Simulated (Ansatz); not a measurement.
# ZnS: the cost of one run

Computed with Ansatz 0.2.0 (DFT PBE, scalar-relativistic, plane waves, PAW, unless a step's input says otherwise).

### 1 Starting point

It takes space group P-6m2 (No. 187, hexagonal). Conventional cell: a = 6.538 Å, b = 6.538 Å, c = 3.729 Å, α = 90.00°, β = 90.00°, γ = 120.00°. Around Zn (site symmetry mm2) lie 2 Zn at 2.12 Å and 2 S at 2.29 Å. S (site symmetry mm2) is surrounded by 2 S at 2.12 Å and 2 Zn at 2.29 Å.

Coordinates:

```
CELL_PARAMETERS angstrom
6.53773 0.00000 0.00000
-3.26886 5.66184 0.00000
0.00000 0.00000 3.72947
ATOMIC_POSITIONS crystal
Zn 0.88326 0.44163 0.00000
Zn 0.55837 0.44163 0.00000
Zn 0.55837 0.11674 0.00000
S 0.44163 0.88326 0.50000
S 0.44163 0.55837 0.50000
S 0.11674 0.55837 0.50000
```

The cell is invented: 4-connected net, two elements spread over the vertices (P-6m2, No. 187). Lengths come from tabulated atomic sizes and are only a guess.

### 2 The guess as it stands, on a coarse mesh

The input, input.yaml:

```yaml
crystal:
  lattice:
    - [6.53772909, 0.0, 0.0]
    - [-3.26886455, 5.66183948, 0.0]
    - [0.0, 0.0, 3.72946858]
  atoms:
    - { symbol: Zn, position: [0.88325751, 0.44162875, 0.0] }
    - { symbol: Zn, position: [0.55837125, 0.44162875, 0.0] }
    - { symbol: Zn, position: [0.55837125, 0.11674249, 0.0] }
    - { symbol: S, position: [0.44162875, 0.88325751, 0.5] }
    - { symbol: S, position: [0.44162875, 0.55837125, 0.5] }
    - { symbol: S, position: [0.11674249, 0.55837125, 0.5] }
basis:
  ecutwfc: 420
kpoints:
  mp_grid: { grid: [3, 3, 6] }
hamiltonian:
  xc: pbe
scf:
  occupations: { method: gaussian, width: 0.1 }
  lower_state_search: "off"
output:
  forces: true
  stress: true
  eigenvalues: true
```

Launch:

```
$ ansatz run input.yaml --threads 1 --pin off --max-ram 2560MiB --backend cpu --events-out ev --progress --plain --runs-dir out
```

Q: Estimate wall time and peak memory on 1 thread of Intel Xeon Platinum 8375C at 2.90GHz (Ice Lake), shared host.

About 4.9 s, with a peak of 0.4 GiB.
